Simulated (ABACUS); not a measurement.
The system is SnTe.

```
CELL_PARAMETERS angstrom
0.00000 3.15085 3.15085
3.15085 0.00000 3.15085
3.15085 3.15085 0.00000
ATOMIC_POSITIONS crystal
Te 0.50000 0.50000 0.50000
Sn 0.00000 0.00000 0.00000
```

Base run:

| Property | Result |
| --- | --- |
| Program | ABACUS 3.10.1 |
| Functional | AM05 |
| Potentials or basis | GBRV ultrasoft 1.5 PBEsol |
| Cutoff | 544 eV |
| Density cutoff | 4354 eV |
| Basis | plane waves |
| k mesh | 6 × 6 × 6 |
| Occupations | fermi-dirac, width 0.05 eV |
| Spin | no spin polarisation |

Its results: band gap on the k mesh 0.16 eV, direct; pressure -0.2 GPa.

Q: The run is repeated on the same cell with these changes: functional from AM05 to LDA; potentials or basis from GBRV ultrasoft 1.5 PBEsol to PseudoDojo NC SR 0.4.1 LDA standard; cutoff from 544 eV to 1129 eV; density cutoff from 4354 eV to 4517 eV; valence electrons from 20 to 30. What comes out?

A: Band gap on the k mesh 0.11 eV, direct; pressure -1.5 GPa.

Caveats: spin-orbit coupling is left out, which moves the levels of the heavy elements; the potentials were made for another functional, which shifts forces and pressure (some runs).

A k mesh can miss the band edges.

Not every run made on this cell is shown here.
